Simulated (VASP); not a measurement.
Runs of VASP 6.6.1 on Al. It takes space group Pm-3n (No. 223, cubic). Conventional cell: a = 5.134 Å, b = 5.134 Å, c = 5.134 Å, α = 90.00°, β = 90.00°, γ = 90.00°. Al (site symmetry m-3) is surrounded by 12 Al at 2.87 Å. Al (site symmetry -4m2) is surrounded by 6 Al at 2.57 to 2.87 Å. The cell was built by a generator and needn't be a form met in nature.

```tsv
task	cell	k mesh	cutoff (eV)	gap on the mesh (eV)	pressure (GPa)
single point	Pm-3n, 16.91 Å³/atom	8 × 8 × 8	520	none	0.0
single point	beta-tungsten (A15) type (Pm-3n, No. 223); cell x1	6 × 6 × 6	520	none	0.1
relaxation of cell and atoms	relaxed	8 × 8 × 8	600	none	0.0
single point	Pm-3n, 16.69 Å³/atom	4 × 4 × 4	520	none	(a)
```

Alike in all rows: level PBE; potentials or basis VASP PAW PBE potentials, release 64 (Al); no spin polarisation; smearing gaussian 0.1 eV.

Question: Fill in the values left out.

Answer: (a) 1.5.

A gap of «none» marks a metal or a gap under the smearing width.
